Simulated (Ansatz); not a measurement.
Crystal: InSe.

```
In Se
1.0
     2.00000    1.15470    8.44000
    -2.00000    1.15470    8.44000
     0.00000   -2.30940    8.44000
In Se
2 2
Direct
  0.88860 0.88860 0.88860
  0.00000 0.00000 0.00000
  0.17190 0.17190 0.17190
  0.38350 0.38350 0.38350
```

Base run:

* Program: Ansatz 0.2.0
* Functional: revPBE
* Potentials or basis: Ansatz PAW
* Cutoff: 420 eV (not typed: the program's choice for these potentials)
* k mesh: 8 × 8 × 8
* Occupations: fermi-dirac, width 0.05 eV
* Spin: no spin polarisation

Its results: band gap on the k mesh 0.54 eV, direct; pressure 4.0 GPa; largest force 0.393 eV/Å.

Q: After a change of settings the same cell gave: band gap on the k mesh 0.37 eV, direct; pressure 5.7 GPa; largest force 0.436 eV/Å. Which change was it?
A. functional from revPBE to RPBE
B. functional from revPBE to r2SCAN; cutoff from 420 eV (not typed: the program's choice for these potentials) to 500 eV (not typed: the program's choice for these potentials)
C. functional from revPBE to PBEsol
D. functional from revPBE to BLYP

A: D.

Caveats: spin-orbit coupling is left out, which moves the levels of the heavy elements; the PAW data sets come from PBE, with cores solved anew for the run's functional, which leaves a small shift of forces and pressure.

Runs at the PBE level aren't shown here.
